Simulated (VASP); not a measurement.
Input of a VASP 6.6.1 run:

INCAR

```
ALGO     = Fast           # electronic algorithm
EDIFF    = 1E-6           # SCF threshold, eV
ENCUT    = 520            # plane-wave cutoff, eV
ISIF     = 2              # what is computed and relaxed
ISMEAR   = -1             # smearing method
LASPH    = T              # aspherical terms in the spheres
LCHARG   = F              # write CHGCAR
LREAL    = F              # projectors in reciprocal space
LWAVE    = F              # write WAVECAR
NBANDS   = 28             # bands
NELM     = 100            # most SCF steps
PREC     = Accurate       # precision mode
SIGMA    = 0.08           # smearing width, eV
```

KPOINTS

```
k-points
0
Gamma
  3 3 6
```

POSCAR

```
Sr
1.0
   -4.8044273786      4.8044273786      4.8044273786
    4.8044273786     -4.8044273786      4.8044273786
    2.4022136893      2.4022136893     -2.4022136893
Sr
4
Direct
   -0.0178892287     -0.0210713977      0.0086851141
    0.0070564080      0.5025990216     -0.0001238441
    0.5045758441      0.0120989445     -0.0072460248
    0.5062568977      0.5063733528     -0.0013152452
```

Potentials or basis: VASP PAW LDA potentials, release 64 (Sr_sv).

The run is started by

```console
$ cat potpaw_LDA.64/Sr_sv/POTCAR > POTCAR
$ mpirun -np 1 vasp_std > vasp.out
```

Question: Predict the band gap on the k mesh.

Answer: None (metal or under the smearing width).

Question: Estimate the pressure.

Answer: -1.6 GPa.

Question: Estimate the largest force.

Answer: 0.249 eV/Å.

Forces in eV/Å, atoms in the order of the input:
```
Sr   0.071  0.044  0.235
Sr  -0.044  0.051 -0.102
Sr   0.013 -0.016 -0.127
Sr  -0.040 -0.080 -0.006
```
